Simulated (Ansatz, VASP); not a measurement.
One calculation of Ir, two programs

File INCAR:

```
ALGO = Normal
EDIFF = 1E-7
ENCUT = 520
GGA = CA
ISIF = 2
ISMEAR = -1
LASPH = True
LCHARG = False
LREAL = False
LWAVE = False
NBANDS = 10
NELM = 60
PREC = Accurate
SIGMA = 0.05
```

Contents of KPOINTS:

```
k-points
0
Gamma
  12 12 12
```

File POSCAR:

```
Ir
1.0
    0.0000000000      1.8764951499      1.8764951499
    1.8764951499      0.0000000000      1.8764951499
    1.8764951499      1.8764951499      0.0000000000
Ir
1
Direct
    0.0000000000      0.0000000000      0.0000000000
```

The input input.yaml:

```yaml
crystal:
  lattice:
    - [0.0, 1.8764951499, 1.8764951499]
    - [1.8764951499, 0.0, 1.8764951499]
    - [1.8764951499, 1.8764951499, 0.0]
  atoms:
    - { symbol: Ir, position: [0.0, 0.0, 0.0] }
kpoints:
  mp_grid: { grid: [12, 12, 12] }
scf:
  occupations: { method: fermi_dirac, width: 0.05 }
hamiltonian:
  xc: lda
  pseudopotentials: { kind: all_electron, lapw: { basis_error: 0.001 } }
output:
  forces: true
  stress: true
  eigenvalues: true
```

Change from the starting cell: volume scaled by 0.94.

Alike in both runs: task single point; functional LDA; k mesh 12 × 12 × 12; occupations fermi-dirac, width 0.05 eV; no spin polarisation.

|  | VASP | Ansatz |
| --- | --- | --- |
| version | VASP 6.6.1 | Ansatz 0.2.0 |
| potentials or method | VASP PAW LDA potentials, release 64 (Ir) | all-electron LAPW, scalar-relativistic |
| plane-wave cutoff (eV) | 520 | see its input |

VASP gave:

```
gap on the k mesh at the Fermi level (eV) : none
pressure (GPa)                            : 23.7
```

Question: What did Ansatz give for the same quantities?

Answer: gap on the k mesh at the Fermi level (eV): none; pressure (GPa): 20.4.

A gap of «none» marks a metal or a gap that the smearing closes. Ansatz ran all-electron here, so the differences hold the error of VASP's frozen core and of both bases.

Caveats: so large a pressure means that the cell lies far from this level's equilibrium, or that cutoff or potentials fall short (VASP). The runs have no spin-orbit coupling, so splittings on Ir are missing.
